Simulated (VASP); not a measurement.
HfO2, 12 atoms in the cell. Symmetry: P2_1/c, No. 14, monoclinic system. The conventional cell has a = 5.118 Å, b = 5.186 Å, c = 5.284 Å, α = 90.00°, β = 99.35°, γ = 90.00°. Hf (site symmetry 1) has 7 O at 2.03 to 2.25 Å as nearest neighbours. O (site symmetry 1) is surrounded by 4 Hf at 2.14 to 2.25 Å. O (site symmetry 1) has 3 Hf at 2.03 to 2.12 Å as nearest neighbours. 

```yaml
Program: VASP 6.6.1
Task: relaxation of cell and atoms
Functional: PBE
Potentials_or_basis: VASP PAW PBE potentials, release 64 (Hf_pv, O)
Cutoff: 600 eV
k_mesh: 5 × 5 × 5
Occupations: gaussian, width 0.02 eV
Spin: no spin polarisation
Further_INCAR_settings: ALGO = Normal; EDIFF = 1e-07; IBRION = 2; EDIFFG = -0.004; NSW = 80; ISIF = 3
```

Potentials or basis: VASP PAW PBE potentials, release 64 (Hf_pv, O).

Launch:

```bash
$ cat potpaw_PBE.64/Hf_pv/POTCAR potpaw_PBE.64/O/POTCAR > POTCAR
$ mpirun -np 1 vasp_std > vasp.out
```

Hardware: 1 thread of Intel(R) Xeon(R) Platinum 8488C (Sapphire Rapids) (shared host).

**Question.** Estimate the wall time of this run.

**Answer.** It took 50 min on 1 thread of Intel(R) Xeon(R) Platinum 8488C (Sapphire Rapids) (shared host), peak memory 0.44 GiB. Counts: scf iterations 209, k points 39, ion steps 28.
